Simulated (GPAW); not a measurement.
## MgSe: single point with PBE

MgSe:

```
Se Mg
1.0
     0.00000    2.72550    2.72550
     2.72550    0.00000    2.72550
     2.72550    2.72550    0.00000
Se Mg
1 1
Direct
  0.50000 0.50000 0.50000
  0.00000 0.00000 0.00000
```

```yaml
Program: GPAW 26.7.0
Task: single point
Functional: PBE
Potentials_or_basis: GPAW PAW data sets (gpaw-data 1.2.1)
Cutoff: 650 eV
Basis: pw
k_mesh: 7 × 7 × 7
Occupations: fermi-dirac, width 0.05 eV
Spin: no spin polarisation
```

```yaml
Pressure: 2.0 GPa
Band_gap_on_the_k_mesh: 2.03 eV, indirect (least direct gap 2.62 eV)
```

Levels at points of the mesh, in eV from the valence-band top:
```
           k point  band 4  band 5  band 6  band 7  band 8  band 9  band 10  band 11  band 12
(0.00, 0.00, 0.00)  -42.24  -12.93    0.00    0.00    0.00    2.62     7.43     7.43     7.43
```

Wall time 9.2 s on 1 thread of AMD EPYC 7B13 (Zen 3), with other jobs on the host, peak memory 0.15 GiB.

Caveat: the cutoff is short for stress and forces, so pressures can be off by a GPa or more; an odd mesh through Γ misses points on the zone boundary, where band edges often lie.
